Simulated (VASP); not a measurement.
A run of VASP 6.6.1:

INCAR

```
PREC = Accurate ; ENCUT = 520
EDIFF = 1E-7 ; ISMEAR = 0
SIGMA = 0.01 ; LREAL = False
LASPH = True ; NELM = 80
ALGO = Normal ; ISIF = 2
LWAVE = False ; LCHARG = False
GGA = PE ; NBANDS = 14
```

File KPOINTS:

```
regular mesh
0
Gamma
  6 6 6
```

POSCAR

```
NaF
1.0
    0.0000000000      2.5312613597      2.5312613597
    2.5312613597      0.0000000000      2.5312613597
    2.5312613597      2.5312613597      0.0000000000
Na F
1 1
Direct
    0.0000000000      0.0000000000      0.0000000000
    0.2500000000      0.2500000000      0.2500000000
```

Potentials or basis: VASP PAW PBE potentials, release 64 (Na_pv, F).

Run with:

```sh
$ cat potpaw_PBE.64/Na_pv/POTCAR potpaw_PBE.64/F/POTCAR > POTCAR
$ mpirun -np 1 vasp_std > vasp.out
```

Hardware: 1 thread of AMD EPYC 7R43 64-Core Processor (Zen 3) (shared host).

Question: Estimate the wall time of this run.

Answer: Run time: 13 s on 1 thread of AMD EPYC 7R43 64-Core Processor (Zen 3) (shared host), peak memory 0.11 GiB. Counts: scf iterations 14, k points 16.
